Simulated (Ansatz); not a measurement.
An Ansatz (a first-principles code) input (plane-wave PAW DFT at the r2SCAN level (Ansatz, 500 eV), no SOC):

Ansatz 0.2 input:
```yaml
crystal:
  lattice:
    - [3.9842217414, 0, 0]
    - [0, 3.9842217414, 0]
    - [0, 0, 4.2048329411]
  atoms:
    - { symbol: Ba, position: [0, 0, 0] }
    - { symbol: Sn, position: [0.5, 0.5, 0.5] }
    - { symbol: O, position: [0, 0.5, 0.5] }
    - { symbol: O, position: [0.5, 0.5, 0] }
    - { symbol: O, position: [0.5, 0, 0.5] }
basis: { ecutwfc: 500, ecutrho_ratio: 4, xc_grid: 4, fft_grid_basis: typed }
kpoints: { mp_grid: { grid: [8, 8, 8] } }
hamiltonian:
  xc: r2scan
  dispersion: none
  pseudopotentials: { kind: paw }
scf: { occupations: { method: fermi_dirac, width: 0.05 } }
relax: { f_tol: 0.005, max_steps: 50, cell: { stress_tol: 0.01, fix: [a, b, gamma] } }
output: { forces: true, stress: true }
checkpoint: { write: state.ck, write_every: 1000 }
```

Which symmetry and how many k-points will the program report, and about how many plane waves at Γ?

Space group P4/mmm (ITA 123) with 16 operations, k-points 75 of 512, and 1687 plane waves at Γ.

And the final pressure?

9.42 GPa (compression positive).

The cells carry an imposed strain or load. Whether these cells are dynamically stable was not tested. The cell was made from BaSnO$_{3}$ in the cubic perovskite structure (space group Pm-3m, No. 221) by this change: biaxial strain −3.56 %, plane normal [001], relaxed out of plane.
